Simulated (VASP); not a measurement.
# C, optical response with local fields: which settings are enough?

C, Fd-3m (no. 227), 2 atoms in the cell. PBE, dielectric function with local fields from the Dyson equation; PAW potentials C_GW (PBE set). VASP 6.6.1.

Wanted: ε at zero frequency, electronic within 1 %; peak of the loss function within 0.4 eV.

Kernel: RPA (Hartree).

POSCAR:
```
C
1.0
    0.0000000000      1.7833700000      1.7833700000
    1.7833700000      0.0000000000      1.7833700000
    1.7833700000      1.7833700000      0.0000000000
C
2
Direct
    0.7500000000      0.7500000000      0.7500000000
    0.5000000000      0.5000000000      0.5000000000
```

The series start from Cutoff of the response function (eV): 100; Frequency points: 80; Spectral method: default; Bands in all (NBANDS): 36; k mesh: 6 × 6 × 6. Each series keeps the choices made before it, and each single choice may use up half of a tolerance. Times cover all steps of a run.

## Cutoff of the response function (eV)

| Cutoff of the response function (eV) | ε at zero frequency, electronic | Peak of the loss function (eV) | Time (s) |
|---|---|---|---|
| 25 | 6.282 | 37.00 | 14 |
| 50 | 6.12 | 37.05 | 13 |
| 75 | 6.12 | 37.05 | 11 |
| 100 | 6.104 | 37.06 | 15 |
| 150 | 5.93 | 37.18 | 15 |
| 200 (reference) | 5.852 | 37.22 | 16 |

Chosen: 200; the next looser run is off by more than half of the tolerance, so convergence isn't shown beyond this value.

## Frequency points

| Frequency points | ε at zero frequency, electronic | Peak of the loss function (eV) | Time (s) |
|---|---|---|---|
| 12 | 5.839 | 34.28 | 14 |
| 24 | 5.839 | 37.20 | 20 |
| 48 | 5.871 | 33.22 | 10 |
| 80 | 5.852 | 37.22 | 16 |
| 120 (reference) | 5.842 | 37.47 | 11 |

Chosen: 120; the next looser run is off by more than half of the tolerance, so convergence isn't shown beyond this value.

## Spectral method

| Spectral method | ε at zero frequency, electronic | Peak of the loss function (eV) | Time (s) |
|---|---|---|---|
| default | 5.842 | 37.47 | 11 |
| no | 5.839 | 37.08 | 27 |

Chosen: default; no other choice that stays within half of the tolerance saves 30 % of the time.

## Bands in all (NBANDS)

| Bands in all (NBANDS) | ε at zero frequency, electronic | Peak of the loss function (eV) | Time (s) |
|---|---|---|---|
| 12 | 5.814 | 37.72 | 8.0 |
| 20 | 5.83 | 37.50 | 8.5 |
| 36 | 5.842 | 37.47 | 11 |
| 52 | 5.845 | 37.44 | 14 |
| 84 (reference) | 5.854 | 37.19 | 16 |

Chosen: 84; the next looser run is off by more than half of the tolerance, so convergence isn't shown beyond this value.

## k mesh

| k mesh | ε at zero frequency, electronic | Peak of the loss function (eV) | Time (s) |
|---|---|---|---|
| 4 × 4 × 4 | 7.06 | 31.37 | 5.0 |
| 6 × 6 × 6 (reference) | 5.854 | 37.19 | 16 |

Chosen: 6 × 6 × 6; the next looser run is off by more than half of the tolerance, so convergence isn't shown beyond this value.

The chosen settings are those of the reference run.

## The input

INCAR.step1:
```
EDIFF = 1E-8 ; ENCUT = 420
ISMEAR = 0 ; KPAR = 4
LASPH = True ; LCHARG = False
LWAVE = True ; PREC = Accurate
SIGMA = 0.02
```

INCAR.step2, as INCAR.step1 but for:
```
- EDIFF = 1E-8
+ ALGO = Exact
+ EDIFF = 1E-7
+ ISTART = 1
+ LOPTICS = True
+ NBANDS = 84
+ NEDOS = 2000
+ NELM = 1
```

INCAR.step3:
```
ALGO = CHI ; CSHIFT = 0.3
ENCUT = 420 ; ENCUTGW = 200
ISMEAR = 0 ; ISTART = 1
KPAR = 4 ; LASPH = True
LCHARG = False ; LRPA = True
LWAVE = False ; NBANDS = 84
NOMEGA = 120 ; PREC = Accurate
SIGMA = 0.02
```

KPOINTS:
```
Automatic mesh
0
Gamma
  6 6 6
  0 0 0
```

Commands (each step's output is kept before the next begins):
```
cat potpaw_PBE.64/C_GW/POTCAR > POTCAR
cp INCAR.step1 INCAR
mpirun -np 4 vasp_std > vasp.out
cp INCAR.step2 INCAR
mpirun -np 4 vasp_std > vasp.out
cp INCAR.step3 INCAR
mpirun -np 4 vasp_std > vasp.out
```

Limits: The 6×6×6 mesh is coarse for a spectrum: peaks stand apart that a denser mesh merges.

The chosen input took VASP 6.6.1 16 s on 4 cores (Intel Xeon Platinum 8259CL @ 2.50GHz (Skylake/Cascade Lake)), a shared host.
